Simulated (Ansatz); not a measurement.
MgO (Fm-3m): G0W0 against its settings

MgO (started from an entry of an open crystallographic database), relaxed with r2SCAN; one-shot G0W0 in Ansatz without spin-orbit coupling. Spin-unpolarised throughout; all numbers are computed.

Space group Fm-3m (No. 225). a = 4.204 Å, b = 4.204 Å, c = 4.204 Å, α = 90.00°, β = 90.00°, γ = 90.00°

| atom | site | symmetry | x | y | z |
| --- | --- | --- | --- | --- | --- |
| Mg | 4a | m-3m | 0.0000 | 0.0000 | 0.0000 |
| O | 4b | m-3m | 0.5000 | 0.0000 | 0.0000 |

Gaps are read over the mesh points alone. G0W0 here is at a finite number of bands, screening cutoff and k mesh, not at the basis limit.
```json
{"start": "PBE", "potentials": "PAW", "frequency model": "contour deformation", "mesh": "8×8×8", "empty bands": "42", "screening cutoff (eV)": "100", "Kohn-Sham gap (eV)": "4.80", "G0W0 gap (eV)": "7.04"}
{"start": "PBE", "potentials": "PAW", "frequency model": "contour deformation", "mesh": "8×8×8", "empty bands": "101", "screening cutoff (eV)": "180", "Kohn-Sham gap (eV)": "4.80", "G0W0 gap (eV)": "7.29"}
{"start": "PBE", "potentials": "PAW", "frequency model": "contour deformation", "mesh": "8×8×8", "empty bands": "197", "screening cutoff (eV)": "260", "Kohn-Sham gap (eV)": "4.80", "G0W0 gap (eV)": "7.37"}
{"start": "HSE06", "potentials": "PAW", "frequency model": "contour deformation", "mesh": "8×8×8", "empty bands": "101", "screening cutoff (eV)": "180", "Kohn-Sham gap (eV)": "6.54", "G0W0 gap (eV)": "8.14"}
{"start": "r2SCAN", "potentials": "PAW", "frequency model": "contour deformation", "mesh": "8×8×8", "empty bands": "101", "screening cutoff (eV)": "180", "Kohn-Sham gap (eV)": "5.68", "G0W0 gap (eV)": "7.78"}
{"start": "PBE0", "potentials": "PAW", "frequency model": "contour deformation", "mesh": "8×8×8", "empty bands": "101", "screening cutoff (eV)": "180", "Kohn-Sham gap (eV)": "7.28", "G0W0 gap (eV)": "8.34"}
{"start": "PBE", "potentials": "PAW", "frequency model": "Godby-Needs pole", "mesh": "8×8×8", "empty bands": "101", "screening cutoff (eV)": "180", "Kohn-Sham gap (eV)": "4.80", "G0W0 gap (eV)": "7.27"}
{"start": "PBE", "potentials": "PAW", "frequency model": "contour deformation", "mesh": "10×10×10", "empty bands": "30", "screening cutoff (eV)": "80", "Kohn-Sham gap (eV)": "4.80", "G0W0 gap (eV)": "6.95"}
{"start": "PBE", "potentials": "norm-conserving", "frequency model": "contour deformation", "mesh": "8×8×8", "empty bands": "101", "screening cutoff (eV)": "180", "Kohn-Sham gap (eV)": "4.80", "G0W0 gap (eV)": "7.29"}
```

G0W0 moves the gap on the mesh from 4.80 eV (PBE) to 7.37 eV (direct at Γ). Renormalisation factors Z lie between 0.78 and 0.86.

Raising bands and cutoff together moves the gap by +0.25 eV (100 to 180 eV), then +0.08 eV (180 to 260 eV); the last step is still large, so the basis limit isn't reached. Starting from HSE06 (6.54 eV against PBE's 4.80 eV) gives 8.14 eV, +0.85 eV from G0W0@PBE at the same screening cutoff. Starting from r2SCAN (5.68 eV against PBE's 4.80 eV) gives 7.78 eV, +0.49 eV from G0W0@PBE at the same screening cutoff. Starting from PBE0 (7.28 eV against PBE's 4.80 eV) gives 8.34 eV, +1.05 eV from G0W0@PBE at the same screening cutoff. The Godby-Needs plasmon pole differs from contour deformation by -0.02 eV. Norm-conserving potentials (wave cutoff 1240 eV against 420 eV) shift the quasiparticle gap by 0.00 eV and the PBE gap by 0.00 eV. r2SCAN runs take a wave cutoff of 500 eV.
